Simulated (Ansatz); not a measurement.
A calculation with Ansatz 0.2.0 of CdSe (ASE script, structure from a P1 CIF):

run.py

```python
import json

import ase.io
import numpy as np
from ase.calculators.calculator import CalculationFailed, Calculator
from ase.stress import full_3x3_to_voigt_6_stress
from ase.units import GPa

import ansatz as az

class AnsatzCalculator(Calculator):
    implemented_properties = ["energy", "free_energy", "forces", "stress", "magmom"]

    def calculate(self, atoms, properties, system_changes):
        super().calculate(atoms, properties, system_changes)
        structure = atoms.copy()
        structure.set_constraint()
        structure.set_momenta(None)
        structure.set_masses(None)
        outcome = (
            az.Crystal.from_ase(structure)
            .calculation()
            .basis(xc_grid=2)
            .kpoints(6, 6, 6)
            .functional("pbe")
            .pseudopotentials(kind="paw_fr")
            .spin("noncollinear", soc=True)
            .scf(tolerance=2e-10)
            .occupations(method="fixed")
            .forces()
            .stress()
            .run(threads=2)
        )
        if not outcome.report["converged"]:
            raise CalculationFailed("SCF not converged")
        report = outcome.report
        self.results = {
            "free_energy": report["lagrangian_ev"],
            "energy": report["lagrangian_ev"],
            "forces": np.array(report["forces_ev_ang"]),
            "stress": -GPa * full_3x3_to_voigt_6_stress(report["stress_gpa"]),
            "magmom": report["magnetization_mub"],
        }

np.set_printoptions(precision=5, suppress=True, linewidth=110)
atoms = ase.io.read("CdSe.cif")
atoms.info.pop("occupancy", None)
atoms.set_initial_magnetic_moments([[0.354, 0.354, 0.0], [0.0, 0.0, 0.0]])
atoms.calc = AnsatzCalculator()
print(f"free energy {atoms.get_potential_energy():.6f} eV")
print("forces (eV/A)", atoms.get_forces(), sep="\n")
print("stress (GPa, Voigt, tension positive)", atoms.get_stress() / GPa, sep="\n")
print(f"moment {atoms.get_magnetic_moment():.4f} muB")
```

The input CdSe.cif:

```cif
data_CdSe
_cell_length_a 4.06439038
_cell_length_b 4.06439038
_cell_length_c 4.06439038
_cell_angle_alpha 60.00000000
_cell_angle_beta 60.00000000
_cell_angle_gamma 60.00000000
_space_group_name_H-M_alt 'P1'
_space_group_name_Hall 'P 1'
_space_group_IT_number 1
loop_
_space_group_symop_operation_xyz
'x,y,z'
loop_
_atom_site_label
_atom_site_type_symbol
_atom_site_symmetry_multiplicity
_atom_site_Wyckoff_symbol
_atom_site_fract_x
_atom_site_fract_y
_atom_site_fract_z
_atom_site_occupancy
Cd1 Cd 1 a -0.0091010000 0.0138030000 -0.0037980000 1
Se1 Se 1 a 0.4985950000 0.5053690000 0.4998750000 1
```

Potentials or basis: Ansatz PAW.

Run with:

```bash
$ python run.py
```

The cell isn't the ideal one: atoms moved at random, drawn with an rms of 0.05 Å.

The cell comes from a database or a generator and needn't be the stable form of this composition.

Write the same calculation in another form: native input, structure typed inline.

As run:

input.yaml

```yaml
crystal:
  lattice:
    - [4.06439038, 0.0, 0.0]
    - [2.03219519, 3.51986532, 0.0]
    - [2.03219519, 1.17328844, 3.3185608488]
  atoms:
    - { symbol: Cd, position: [0.990899, 0.013803, 0.996202], spin: 0.501, spin_axis: [0.354, 0.354, 0.0] }
    - { symbol: Se, position: [0.498595, 0.505369, 0.499875] }
hamiltonian:
  xc: pbe
  pseudopotentials: { kind: paw_fr }
magnetization:
  noncollinear: true
  spin_orbit: true
kpoints:
  mp_grid: { grid: [6, 6, 6] }
scf:
  occupations: { method: fixed }
output:
  forces: true
  stress: true
  eigenvalues: true
```

Potentials or basis: Ansatz PAW.

Launch:

```console
$ ansatz run input.yaml --threads 2 --pin off --max-ram 5120MiB --backend cpu --events-out ev --progress --plain --runs-dir out
```

Both were run:

|  | ASE script, structure from a P1 CIF | native input, structure typed inline |
| --- | --- | --- |
| Pressure | -0.3 GPa | -0.3 GPa |
| Largest force | 0.031 eV/Å | 0.031 eV/Å |
| Band gap on the k mesh | none (metal or under the smearing width) | none (metal or under the smearing width) |
| Net moment | 0.00 μB per cell | 0.00 μB per cell |
| Absolute moment | 0.00 μB per cell | 0.00 μB per cell |

Keys that steer only the numerical path or the files written may differ.

Caveat: the starting moments weren't kept; the thresholds are loose for stress.
